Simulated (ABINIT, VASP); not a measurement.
Given: the input of a run of ABINIT 10.8.3 (patched build) on MnSi. Measurements of this composition are mostly on another form, of space group No. 198.

File run.abi:

```
# Pseudopotentials
pp_dirpath "./"
pseudos "Mn.GGA_PBE-JTH.xml, Si.GGA_PBE-JTH.xml"

# Structure
acell 3*1.0
rprim
     0.0000000000     4.7757623494     4.7757623494
     4.7757623494     0.0000000000     4.7757623494
     4.7757623494     4.7757623494     0.0000000000
ntypat 2
znucl 25 14
natom 2
typat 1 2
xred
     0.0000000000     0.0000000000     0.0000000000
     0.2500000000     0.2500000000     0.2500000000

# Plane-wave basis
ecut 26.0
pawecutdg 48.0
pawxcdev 0

# k points
kptopt 1
ngkpt 9 9 9
nshiftk 1
shiftk 0.0 0.0 0.0

# Exchange and correlation
ixc 11

# Bands and occupations
nband 15
occopt 3
tsmear 0.00183747

# Spin
nsppol 2
spinat
     0.0000000000     0.0000000000     4.0000000000
     0.0000000000     0.0000000000     0.0000000000

# SCF cycle
nstep 100
tolvrs 1.0e-9

# Output
iomode 3
prtwf 0
prtden 0
prteig 0
prtebands 0
enunit 2
```

Potentials or basis: JTH PAW PBE v2.0.

Command:

```sh
$ abinit run.abi > log 2>&1
```

Translate it to VASP 6.6.1. Potentials or basis there: PBE PAW files Mn_pv, Si, 520 eV.

As run (cutoffs and basis follow the program's own potentials, and thresholds, step limits or extra output files can differ):

INCAR

```
SYSTEM = MnSi
ALGO = Normal
EDIFF = 1E-7
ENCUT = 520
GGA = PE
ISIF = 2
ISMEAR = -1
ISPIN = 2
LASPH = .True.
LCHARG = .False.
LMAXMIX = 4
LORBIT = 11
LREAL = .False.
LWAVE = .False.
MAGMOM = 4 0
NBANDS = 20
NELM = 150
PREC = Accurate
SIGMA = 0.05
```

Contents of KPOINTS:

```
k-points
0
Gamma
  9 9 9
  0 0 0
```

File POSCAR:

```
MnSi
1.0
    0.0000000000      2.5272246000      2.5272246000
    2.5272246000      0.0000000000      2.5272246000
    2.5272246000      2.5272246000      0.0000000000
Mn Si
1 1
Direct
    0.0000000000      0.0000000000      0.0000000000
    0.2500000000      0.2500000000      0.2500000000
```

Potentials or basis: VASP PAW PBE potentials, release 64 (Mn_pv, Si).

Launch:

```console
$ cat potpaw_PBE.64/Mn_pv/POTCAR potpaw_PBE.64/Si/POTCAR > POTCAR
$ mpirun -np 1 vasp_std > vasp.out
```

Both were run:

|  | ABINIT | VASP |
| --- | --- | --- |
| Pressure | 19.2 GPa | 19.0 GPa |
| Net moment | 2.04 μB per cell | 2.03 μB per cell |
| Valence electrons inside the program's atomic spheres | Mn 13.43; Si 1.70 (radii [1.1176, 1.0104] Å) | Mn 12.00; Si 1.83 |

The potentials hold 19 and 17 valence electrons a cell.

The magnetic state is the one that the start led to; the real crystal's order can differ.

The cell lies far from this level's equilibrium.

Pressure is positive in compression.
